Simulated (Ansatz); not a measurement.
Al, dhcp: geometry optimisation

Level of theory: DFT, PBE, plane waves (420 eV) with PAW, scalar-relativistic in Ansatz.

k-point mesh 13×13×4, Fermi-Dirac smearing 0.1 eV, no spin polarisation. Cell and atoms relax.

Starting structure:

```xyz
4
Lattice="2.8635 0.0000 0.0000 -1.4317 2.4798 0.0000 0.0000 0.0000 9.3521" Properties=species:S:1:pos:R:3 pbc="T T T"
Al    0.0000    0.0000    0.0000
Al    0.0000    0.0000    4.6761
Al    0.0000    1.6532    2.3380
Al    1.4317    0.8266    7.0141
```

Question: The pressure at the start is -0.3 GPa. By how much does the volume change?

Answer: From 16.60 to 16.56 Å³ per atom, -0.2 %. The final cell has a = 2.845 Å, c = 9.454 Å (c/a = 3.324).

Question: How much energy does the relaxation gain?

Answer: 0.4 meV per atom.
